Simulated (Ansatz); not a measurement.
CdI2-type SnS2

The computed numbers are results of r²SCAN, scalar-relativistic (no spin polarisation) in the plane-wave PAW code Ansatz at 500 eV, Γ-centred 8×8×4 mesh, 0.05 eV Gaussian smearing; PAW files: Ansatz's generated set soft_2.

```yaml
crystal:
  lattice:
    - [3.67348, 0.00000, 0.00000]
    - [-1.83674, 3.18133, 0.00000]
    - [0.00000, 0.00000, 6.27511]
  atoms:
    - { symbol: Sn, position: [0.00000, 0.00000, 0.00000] }
    - { symbol: S, position: [0.33333, 0.66667, 0.23296] }
    - { symbol: S, position: [0.66667, 0.33333, 0.76704] }
```

The compound is reported in the structure type of the start.

The cell above was scaled in volume, and shape and atoms were relaxed at each volume within its symmetry. Energies are counted from the cell above.

The cell is relaxed to zero pressure at this level.

```json
{"V (Å³/atom)": "23.47", "ΔE (meV/atom)": "1.8", "P (GPa)": "0.63", "gap on the mesh (eV)": "1.87"}
{"V (Å³/atom)": "23.96", "ΔE (meV/atom)": "0.4", "P (GPa)": "0.24", "gap on the mesh (eV)": "1.91"}
{"V (Å³/atom)": "24.44", "ΔE (meV/atom)": "0.0", "P (GPa)": "0.00", "gap on the mesh (eV)": "1.93"}
{"V (Å³/atom)": "24.93", "ΔE (meV/atom)": "0.3", "P (GPa)": "-0.19", "gap on the mesh (eV)": "1.93"}
{"V (Å³/atom)": "25.42", "ΔE (meV/atom)": "1.1", "P (GPa)": "-0.40", "gap on the mesh (eV)": "1.93"}
{"V (Å³/atom)": "26.16", "ΔE (meV/atom)": "?", "P (GPa)": "?", "gap on the mesh (eV)": "?"}
```

(1) Fill in the withheld row.

(2) Can a bulk modulus be trusted from these points?

Answers:

(1) ΔE (meV/atom): 2.8, P (GPa): -0.45, gap on the mesh (eV): 1.93.

(2) No. The energies are smooth (scatter 0.00 meV/atom), but the fit's B0′ of 17.3 is out of the usual range: the curve is too flat or too lopsided over this range, as for soft or weakly bound crystals, and a third-order form can't fix it.

Kohn–Sham gaps of semilocal functionals lie under measured ones, often by a third or more. The structure is built of weakly bound layers, and this functional has no dispersion term, so their spacing and all that hangs on it (volume, the soft elastic constants, low modes, dielectric constants) are poorly given.
